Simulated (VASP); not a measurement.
AlN, 16 atoms in the cell. It takes space group P6_3mc (No. 186, hexagonal). The conventional cell has a = 3.112 Å, b = 3.112 Å, c = 4.982 Å, α = 90.00°, β = 90.00°, γ = 120.00°. Al (site symmetry 3m) has 4 N at 1.89 to 1.90 Å as nearest neighbours. N (site symmetry 3m) has 4 Al at 1.89 to 1.90 Å as nearest neighbours. The cell was built by a generator and isn't the measured one.

- Program: VASP 6.6.1
- Task: relaxation of cell and atoms
- Functional: PBEsol
- Potentials or basis: VASP PAW PBE potentials, release 64 (Al, N)
- Cutoff: 520 eV
- k mesh: 4 × 4 × 5
- Occupations: gaussian, width 0.03 eV
- Spin: no spin polarisation
- Further INCAR settings: ALGO = Fast; EDIFF = 1e-06; IBRION = 2; EDIFFG = -0.005; NSW = 40; ISIF = 3

Potentials or basis: VASP PAW PBE potentials, release 64 (Al, N).

Run with:

```bash
$ cat potpaw_PBE.64/Al/POTCAR potpaw_PBE.64/N/POTCAR > POTCAR
$ mpirun -np 1 vasp_std > vasp.out
```

Hardware: 1 thread of Intel(R) Xeon(R) 6975P-C (Granite Rapids), with other jobs on the host.

**Question.** Estimate the wall time of this run.

**Answer.** Wall time 2.3 min on 1 thread of Intel(R) Xeon(R) 6975P-C (Granite Rapids), on a shared host, peak memory 0.31 GiB. Counts: scf iterations 34, k points 12, ion steps 3.
